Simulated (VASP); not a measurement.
# TePb (Fm-3m) in VASP: settings compared

One crystal, TePb, is run at these levels: TPSSh, PBE, r2SCAN; tasks: relaxation of cell and atoms, single point.

Program: VASP 6.6.1. These are calculated values, not measurements. Logs are shortened: lines on timing, memory, paths and dates and some standing lists are left out, and cuts for length are marked.

**1. The crystal as given**

The structure is cubic, space group Fm-3m (No. 225). The conventional cell has a = 6.462 Å, b = 6.462 Å, c = 6.462 Å, α = 90.00°, β = 90.00°, γ = 90.00°. Around Pb (site symmetry m-3m) lie 6 Te at 3.23 Å. Around Te (site symmetry m-3m) lie 6 Pb at 3.23 Å.

**2. Relaxation of cell and atoms, TPSSh**

POSCAR

```
TePb
1.0
    0.0000000000      3.2310000000      3.2310000000
    3.2310000000      0.0000000000      3.2310000000
    3.2310000000      3.2310000000      0.0000000000
Pb Te
1 1
Direct
    0.0000000000      0.0000000000      0.0000000000
    0.5000000000      0.5000000000      0.5000000000
```

INCAR.step1

```
PREC = Accurate
ENCUT = 600
EDIFF = 1E-5
ISMEAR = 0
SIGMA = 0.05
LREAL = False
LASPH = True
NELM = 60
ALGO = Normal
LWAVE = True
LCHARG = False
GGA = PE
```

INCAR.step2

```
PREC = Accurate
ENCUT = 600
EDIFF = 1E-6
ISMEAR = 0
SIGMA = 0.05
LREAL = False
LASPH = True
NELM = 60
ALGO = Normal
ISIF = 3
LWAVE = False
LCHARG = False
METAGGA = TPSS
LHFCALC = True
AEXX = 0.1
LMIXTAU = True
PRECFOCK = Fast
IBRION = 2
NSW = 40
EDIFFG = -0.01
ISTART = 1
```

KPOINTS

```
Automatic mesh
0
Gamma
  4 4 4
```

Potentials or basis: VASP PAW PBE potentials, release 64 (Pb_d, Te).

The run is started by

```sh
$ cat potpaw_PBE.64/Pb_d/POTCAR potpaw_PBE.64/Te/POTCAR > POTCAR
$ cp INCAR.step1 INCAR
$ mpirun -np 1 vasp_std > vasp.out
$ cp INCAR.step2 INCAR
$ mpirun -np 1 vasp_std > vasp.out
```

OUTCAR:

```text
PREC = Accurate
   ENCUT = 600
   EDIFF = 1E-6
   ISMEAR = 0
   LREAL = False
   LASPH = True
   NELM = 60
   ISIF = 3
   METAGGA = TPSS
   LHFCALC = True
   AEXX = 0.1
   PRECFOCK = Fast
   IBRION = 2
   NSW = 40
   EDIFFG = -0.01
   ISTART = 1

 ion  position               nearest neighbor table
   1  0.000  0.000  0.000-   2 3.23   2 3.23   2 3.23   2 3.23   2 3.23   2 3.23
   2  0.500  0.500  0.500-   1 3.23   1 3.23   1 3.23   1 3.23   1 3.23   1 3.23

  LATTYP: Found a face centered cubic cell.
 ALAT       =     6.4620000000

  Lattice vectors:

 A1 = (   0.0000000000,   3.2310000000,   3.2310000000)
 A2 = (   3.2310000000,   0.0000000000,   3.2310000000)
 A3 = (   3.2310000000,   3.2310000000,   0.0000000000)

Analysis of symmetry for initial positions (statically):
=====================================================================
 Subroutine PRICEL returns:
 Original cell was already a primitive cell.

 Routine SETGRP: Setting up the symmetry group for a
 face centered cubic supercell.

 Subroutine GETGRP returns: Found 48 space group operations
 (whereof 48 operations were pure point group operations)
 out of a pool of 48 trial point group operations.

The static configuration has the point symmetry O_h .

Analysis of symmetry for dynamics (positions and initial velocities):
=====================================================================
 Subroutine PRICEL returns:
 Original cell was already a primitive cell.

 Routine SETGRP: Setting up the symmetry group for a
 face centered cubic supercell.

 Subroutine GETGRP returns: Found 48 space group operations
 (whereof 48 operations were pure point group operations)
 out of a pool of 48 trial point group operations.

The dynamic configuration has the point symmetry O_h .

 Subroutine INISYM returns: Found 48 space group operations
 (whereof 48 operations are pure point group operations),
 and found     1 'primitive' translations

----------------------------------------------------------------------------------------

                                     Primitive cell

  volume of cell :      67.4592

  direct lattice vectors                    reciprocal lattice vectors
     0.000000000  3.231000000  3.231000000    -0.154750851  0.154750851  0.154750851
     3.231000000  0.000000000  3.231000000     0.154750851 -0.154750851  0.154750851
     3.231000000  3.231000000  0.000000000     0.154750851  0.154750851 -0.154750851

  length of vectors
     4.569324020  4.569324020  4.569324020     0.268036337  0.268036337  0.268036337

  position of ions in fractional coordinates (direct lattice)
     0.000000000  0.000000000  0.000000000
     0.500000000  0.500000000  0.500000000

  ion indices of the primitive-cell ions
   primitive index   ion index
                 1           1
                 2           2

----------------------------------------------------------------------------------------

 KPOINTS: Automatic mesh

Automatic generation of k-mesh.
 Grid dimensions read from file:
 generate k-points for:    4    4    4

 Generating k-lattice:

  Cartesian coordinates                     Fractional coordinates (reciprocal lattice)
    -0.038687713  0.038687713  0.038687713     0.250000000  0.000000000  0.000000000
     0.038687713 -0.038687713  0.038687713     0.000000000  0.250000000  0.000000000
     0.038687713  0.038687713 -0.038687713     0.000000000  0.000000000  0.250000000

  Length of vectors
     0.067009084  0.067009084  0.067009084

  Shift w.r.t. Gamma in fractional coordinates (k-lattice)
     0.000000000  0.000000000  0.000000000

 Subroutine IBZKPT returns following result:
 ===========================================

 Found      8 irreducible k-points:

 Following reciprocal coordinates:
            Coordinates               Weight
  0.000000  0.000000  0.000000      1.000000
  0.250000  0.000000  0.000000      8.000000
  0.500000  0.000000  0.000000      4.000000
  0.250000  0.250000  0.000000      6.000000
  0.500000  0.250000  0.000000     24.000000
 -0.250000  0.250000  0.000000     12.000000
  0.500000  0.500000  0.000000      3.000000
 -0.250000  0.500000  0.250000      6.000000
   k-points           NKPTS =      8   k-points in BZ     NKDIM =     64   number of bands    NBANDS=     14
   number of dos      NEDOS =    301   number of ions     NIONS =      2
   total plane-waves  NPLWV =  64000
   dimension x,y,z NGX =    40 NGY =   40 NGZ =   40
   dimension x,y,z NGXF=    80 NGYF=   80 NGZF=   80
   ions per type =               1   1
   NGX,Y,Z   is equivalent  to a cutoff of  14.55, 14.55, 14.55 a.u.
   NGXF,Y,Z  is equivalent  to a cutoff of  29.11, 29.11, 29.11 a.u.
 SYSTEM =  unknown system
   PREC   = accura    normal or accurate (medium, high low for compatibility)
   ISTART =      1    job   : 0-new  1-cont  2-samecut
   ICHARG =      0    charge: 1-file 2-atom 10-const
   ISPIN  =      1    spin polarized calculation?
   LNONCOLLINEAR =      F non collinear calculations
   LSORBIT =      F    spin-orbit coupling
   LASPH  =      T    aspherical Exc in radial PAW
   ENCUT  =  600.0 eV  44.10 Ry    6.64 a.u.   9.13  9.13  9.13*2*pi/ulx,y,z
   NELM   =     60;   NELMIN=  2; NELMDL=  0     # of ELM steps
   EDIFF  = 0.1E-05   stopping-criterion for ELM
   LREAL  =      F    real-space projection
   EDIFFG = -.1E-01   stopping-criterion for IOM
   NSW    =     40    number of steps for IOM
   IBRION =      2    ionic relax: 0-MD 1-quasi-New 2-CG
   NFREE  =      1    steps in history (QN), initial steepest desc. (CG)
   ISIF   =      3    stress and relaxation
   ISYM   =      3    0-nonsym 1-usesym 2-fastsym
   POTIM  = 0.5000    time-step for ionic-motion
   TEBEG  =    0.0;   TEEND  =   0.0 temperature during run
   PSTRESS=    0.0 pullay stress
   NELECT =      20.0000    total number of electrons
   NUPDOWN=      -1.0000    fix difference up-down
   EMIN   =  10.00;   EMAX   =-10.00  energy-range for DOS
   EFERMI =   0.00;   METHOD = LEGACY
   ISMEAR =     0;   SIGMA  =   0.05  broadening in eV -4-tet -1-fermi 0-gaus
   EFERMI_NEDOS =   21; number of points for ismear=-14 and -15
   IALGO  =     38    algorithm
   IMIX   =      1    mixing-type and parameters
     AMIX     =   0.40;   BMIX     =  1.00
     AMIX_MAG =   1.60;   BMIX_MAG =  1.00
  volume/ion in A,a.u.               =      33.73       227.62
  Fermi-wavevector in a.u.,A,eV,Ry     =   1.091619  2.062861 16.213147  1.191633
  Thomas-Fermi vector in A             =   2.227868
   LORBIT       =      0    0 simple, 1 ext, 2 COOP (PROOUT), +10 PAW based schemes
   METAGGA = TPSS    functional components
   LHFCALC =     T    Hartree Fock is set to
   PRECFOCK=fast      Normal, Fast or Accurate (Low or Medium for compatibility)
   ENCUT4O =  -1.0   cutoff for four orbital integrals eV
   NKREDX  =     1    reduce k-point grid by
   NKREDY  =     1    reduce k-point grid by
   NKREDZ  =     1    reduce k-point grid by
   AEXX    =    0.1000 exact exchange contribution
   HFSCREEN=    0.0000 screening length (either q_TF or 0.3 A-1)
   HFSCREENC=   0.0000 screening length for correlation (either q_TF or 0.3 A-1)
   ENCUTFOCK=  -1.0 apply spherical cutoff to Coloumb kernel
   IVDW    =     0    specifies the selected vdW correction
   LEPSILON=     F    determine dielectric tensor
   LRPA    =     F    only Hartree local field effects (RPA)
 conjugate gradient relaxation of ions
 non-spin polarized calculation
 Gauss-broadening in eV      SIGMA  =   0.05
  energy-cutoff  :      600.00
  volume of cell :       67.46
 maximum number of plane-waves:      2272
 NGX is ok and might be reduce to    40
  NGX = 20; NGY = 20; NGZ = 20

--------------------------------------- Ionic step        1  -------------------------------------------

 number of electron      19.9999998 magnetization

 Free energy of the ion-electron system (eV)
  ---------------------------------------------------
  ext. energy  EPLUGINS =         0.00000000
  ---------------------------------------------------
  free energy    TOTEN  =       -15.09413785 eV

  energy without entropy =      -15.09413785  energy(sigma->0) =      -15.09413785

------------------------ aborting loop because EDIFF is reached ----------------------------------------

  FORCE on cell =-STRESS in cart. coord.  units (eV):
  Direction    XX          YY          ZZ          XY          YZ          ZX
  --------------------------------------------------------------------------------------
  -------------------------------------------------------------------------------------
  Total        0.5506049      0.5506049      0.5506049     -0.0000000     -0.0000000     -0.0000000
  in kB       13.0770494     13.0770494     13.0770494     -0.0000000     -0.0000000     -0.0000000
  external PRESSURE =      13.0770494 kB  Pullay stress =       0.0000000 kB

 VOLUME and BASIS-vectors are now :
 -----------------------------------------------------------------------------
  energy-cutoff  :      600.00
  volume of cell :       67.46
      direct lattice vectors                 reciprocal lattice vectors
     0.000000000  3.231000000  3.231000000    -0.154750851  0.154750851  0.154750851
     3.231000000  0.000000000  3.231000000     0.154750851 -0.154750851  0.154750851
     3.231000000  3.231000000  0.000000000     0.154750851  0.154750851 -0.154750851
[... 37 lines left out ...]
 POSITION                                       TOTAL-FORCE (eV/Angst)
 -----------------------------------------------------------------------------------
     -0.00000      3.27391      3.27391         0.000000      0.000000      0.000000
      3.27391      3.27391      3.27391        -0.000000     -0.000000     -0.000000
 -----------------------------------------------------------------------------------
    total drift:                                0.000000      0.000000      0.000000

  FREE ENERGIE OF THE ION-ELECTRON SYSTEM (eV)
  ---------------------------------------------------
  free  energy   TOTEN  =       -15.1011132249 eV

  energy  without entropy=      -15.1011132249  energy(sigma->0) =      -15.10111322

--------------------------------------- Ionic step        3  -------------------------------------------

 number of electron      20.0000000 magnetization

 Free energy of the ion-electron system (eV)
  ---------------------------------------------------
  ext. energy  EPLUGINS =         0.00000000
  ---------------------------------------------------
  free energy    TOTEN  =       -15.10208024 eV

  energy without entropy =      -15.10208024  energy(sigma->0) =      -15.10208024

 E-fermi :   5.1766     XC(G=0):  -8.6504

 val. band max:        4.9333671015   @ k =   0.5000   0.0000   0.0000
 cond. band min:       6.1784592833   @ k =   0.5000   0.0000   0.0000
 fundamental gap:      1.2450921818
 Fermi energy:         5.1766455215

 k-point     1 :       0.0000    0.0000    0.0000
  band No.  band energies     occupation
      1     -12.5711      2.00000
      2     -12.5711      2.00000
      3     -12.5549      2.00000
      4     -12.5549      2.00000
      5     -12.5549      2.00000
      6      -7.4609      2.00000
      7      -0.8134      2.00000
      8       3.6271      2.00000
      9       3.6271      2.00000
     10       3.6271      2.00000
     11       9.6455      0.00000
     12       9.6455      0.00000
     13       9.6455      0.00000
     14      11.3798      0.00000

 k-point     2 :       0.2500    0.0000    0.0000
  band No.  band energies     occupation
      1     -12.5777      2.00000
      2     -12.5777      2.00000
      3     -12.5539      2.00000
      4     -12.5478      2.00000
      5     -12.5478      2.00000
      6      -6.9334      2.00000
      7      -2.2576      2.00000
      8       3.7869      2.00000
      9       3.7869      2.00000
     10       4.3273      2.00000
[... 126 lines left out ...]
 POSITION                                       TOTAL-FORCE (eV/Angst)
 -----------------------------------------------------------------------------------
      0.00000      0.00000      0.00000        -0.000000     -0.000000      0.000000
      3.26270      3.26270      3.26270         0.000000      0.000000     -0.000000
 -----------------------------------------------------------------------------------
    total drift:                                0.000000      0.000000     -0.000000

  FREE ENERGIE OF THE ION-ELECTRON SYSTEM (eV)
  ---------------------------------------------------
  free  energy   TOTEN  =       -15.1020802406 eV

  energy  without entropy=      -15.1020802406  energy(sigma->0) =      -15.10208024

 reached required accuracy - stopping structural energy minimisation
```

It took 11 min on 1 thread of Intel Xeon 6975P-C (Granite Rapids), shared host; peak memory 0.27 GiB.

What came out:

```yaml
Free_energy: -15.1021 eV
Relaxed_volume: 34.73 Å³/atom
Relaxed_cell: a = 4.614 Å, b = 4.614 Å, c = 4.614 Å, α = 60.00°, β = 60.00°, γ = 60.00°
Space_group_after_relaxing_to_0.05_Å: Fm-3m (No. 225)
Energy_gained_by_relaxing: 4.0 meV/atom
Ionic_steps: 3
Pressure_after_relaxing: 0.0 GPa
Band_gap_on_the_k_mesh: 1.25 eV, direct
```

The path:
| step | energy change (eV) | largest force (eV/Å) | pressure (GPa) | volume (Å³) |
| --- | --- | --- | --- | --- |
| 1 | 0.0000 | 0.0000 | 1.31 | 67.46 |
| 2 | -0.0070 | 0.0000 | -0.40 | 70.18 |
| 3 | -0.0079 | 0.0000 | -0.02 | 69.46 |

Final structure:
```
Pb Te
1.0
     0.00000    3.26270    3.26270
     3.26270    0.00000    3.26270
     3.26270    3.26270    0.00000
Pb Te
1 1
Direct
  0.00000 0.00000 0.00000
  0.50000 0.50000 0.50000
```

Caveat: the k mesh is coarse (spacing up to 0.42 Å⁻¹), so the values aren't converged, least of all with exact exchange; the PAW data sets were made with another functional, which shifts forces and pressure a little; spin-orbit coupling is left out, which as a rule narrows the gap of such compounds by several tenths of an eV. Zero-point motion and thermal expansion aren't in these numbers.

**3. Single point, PBE**

INCAR

```
SYSTEM = TePb
PREC     = Accurate       ! precision mode
ENCUT    = 520            ! plane-wave cutoff, eV
EDIFF    = 1E-6           ! SCF threshold, eV
ISMEAR   = 0              ! smearing method
SIGMA    = 0.012          ! smearing width, eV
LREAL    = .FALSE.        ! projectors in reciprocal space
LASPH    = .TRUE.         ! aspherical terms in the spheres
NELM     = 100            ! most SCF steps
ALGO     = Normal         ! electronic algorithm
ISIF     = 2              ! what is computed and relaxed
LWAVE    = .FALSE.        ! write WAVECAR
LCHARG   = .FALSE.        ! write CHGCAR
GGA      = PE             ! functional
NBANDS   = 17             ! bands
```

KPOINTS

```
regular mesh
0
G
  7 7 7
  0 0 0
```

POSCAR is that of step 2.

Potentials or basis: VASP PAW PBE potentials, release 64 (Pb_d, Te).

The run is started by

```sh
$ cat potpaw_PBE.64/Pb_d/POTCAR potpaw_PBE.64/Te/POTCAR > POTCAR
$ mpirun -np 1 vasp_std > vasp.out
```

OUTCAR:

```text
SYSTEM = TePb
   PREC = Accurate
   ENCUT = 520
   EDIFF = 1E-6
   ISMEAR = 0
   LREAL = .FALSE.
   LASPH = .TRUE.
   NELM = 100
   ISIF = 2
   GGA = PE

 ion  position               nearest neighbor table
   1  0.000  0.000  0.000-   2 3.23   2 3.23   2 3.23   2 3.23   2 3.23   2 3.23
   2  0.500  0.500  0.500-   1 3.23   1 3.23   1 3.23   1 3.23   1 3.23   1 3.23

  LATTYP: Found a face centered cubic cell.
 ALAT       =     6.4620000000

  Lattice vectors:

 A1 = (   0.0000000000,   3.2310000000,   3.2310000000)
 A2 = (   3.2310000000,   0.0000000000,   3.2310000000)
 A3 = (   3.2310000000,   3.2310000000,   0.0000000000)

Analysis of symmetry for initial positions (statically):
=====================================================================
 Subroutine PRICEL returns:
 Original cell was already a primitive cell.

 Routine SETGRP: Setting up the symmetry group for a
 face centered cubic supercell.

 Subroutine GETGRP returns: Found 48 space group operations
 (whereof 48 operations were pure point group operations)
 out of a pool of 48 trial point group operations.

The static configuration has the point symmetry O_h .

[... 156 lines left out ...]

 E-fermi :   5.5863     XC(G=0):  -9.3008

 val. band max:        5.5201950545   @ k =   0.4286   0.0000   0.0000
 cond. band min:       6.5315504006   @ k =   0.4286   0.0000   0.0000
 fundamental gap:      1.0113553461
 Fermi energy:         5.5863079289

 k-point     1 :       0.0000    0.0000    0.0000
  band No.  band energies     occupation
      1     -11.0950      2.00000
      2     -11.0950      2.00000
      3     -11.0858      2.00000
      4     -11.0858      2.00000
      5     -11.0858      2.00000
      6      -6.3955      2.00000
[... 377 lines left out ...]
      4     -11.0742      2.00000
      5     -11.0613      2.00000
      6      -4.5919      2.00000
[... 9 lines left out ...]
     16      15.9317      0.00000
     17      16.4024      0.00000

------------------------ aborting loop because EDIFF is reached ----------------------------------------

  FORCE on cell =-STRESS in cart. coord.  units (eV):
  Direction    XX          YY          ZZ          XY          YZ          ZX
  --------------------------------------------------------------------------------------
  -------------------------------------------------------------------------------------
  Total        0.8636199      0.8636199      0.8636199      0.0000000      0.0000000      0.0000000
  in kB       20.5112601     20.5112601     20.5112601      0.0000000      0.0000000      0.0000000
  external PRESSURE =      20.5112601 kB  Pullay stress =       0.0000000 kB

 VOLUME and BASIS-vectors are now :
 -----------------------------------------------------------------------------
  energy-cutoff  :      520.00
  volume of cell :       67.46
      direct lattice vectors                 reciprocal lattice vectors
     0.000000000  3.231000000  3.231000000    -0.154750851  0.154750851  0.154750851
     3.231000000  0.000000000  3.231000000     0.154750851 -0.154750851  0.154750851
     3.231000000  3.231000000  0.000000000     0.154750851  0.154750851 -0.154750851

 POSITION                                       TOTAL-FORCE (eV/Angst)
 -----------------------------------------------------------------------------------
      0.00000      0.00000      0.00000         0.000000      0.000000      0.000000
      3.23100      3.23100      3.23100         0.000000     -0.000000     -0.000000
 -----------------------------------------------------------------------------------
    total drift:                               -0.000000      0.000000      0.000000

  FREE ENERGIE OF THE ION-ELECTRON SYSTEM (eV)
  ---------------------------------------------------
  free  energy   TOTEN  =        -7.5025907827 eV

  energy  without entropy=       -7.5025907827  energy(sigma->0) =       -7.50259078
```

OSZICAR:

```text
N       E                     dE             d eps       ncg     rms          rms(c)
DAV:   1     0.148753747132E+03    0.14875E+03   -0.90739E+03   680   0.113E+03
DAV:   2     0.291867307657E+01   -0.14584E+03   -0.14164E+03   707   0.293E+02
DAV:   3    -0.733242470263E+01   -0.10251E+02   -0.10191E+02   875   0.832E+01
DAV:   4    -0.761080186747E+01   -0.27838E+00   -0.27819E+00   846   0.152E+01
DAV:   5    -0.762323338393E+01   -0.12432E-01   -0.12431E-01   961   0.284E+00    0.334E+00
DAV:   6    -0.750398951056E+01    0.11924E+00   -0.26213E-01   983   0.359E+00    0.207E+00
DAV:   7    -0.750079265659E+01    0.31969E-02   -0.82031E-02   818   0.138E+00    0.912E-01
DAV:   8    -0.750263299079E+01   -0.18403E-02   -0.93081E-03   824   0.970E-01    0.150E-01
DAV:   9    -0.750256298145E+01    0.70009E-04   -0.12406E-03  1035   0.371E-01    0.642E-02
DAV:  10    -0.750258460568E+01   -0.21624E-04   -0.15864E-04   838   0.979E-02    0.212E-02
DAV:  11    -0.750259101402E+01   -0.64083E-05   -0.46197E-05   884   0.548E-02    0.200E-02
DAV:  12    -0.750259078267E+01    0.23135E-06   -0.28751E-06   757   0.997E-03
   1 F= -.75025908E+01 E0= -.75025908E+01  d E =-.103758E-16
```

It took 13 s on 1 thread of Intel Xeon 6975P-C (Granite Rapids), shared host; peak memory 0.19 GiB.

Results:

```yaml
Free_energy: -7.5026 eV
Pressure: 2.1 GPa
```

Caveat: this odd mesh misses L, where the gap lies, so gap, dielectric constants and Born charges aren't listed. Spin-orbit coupling is left out, which matters for the levels of Pb, Te.

(Continued in part 2 of 3.)
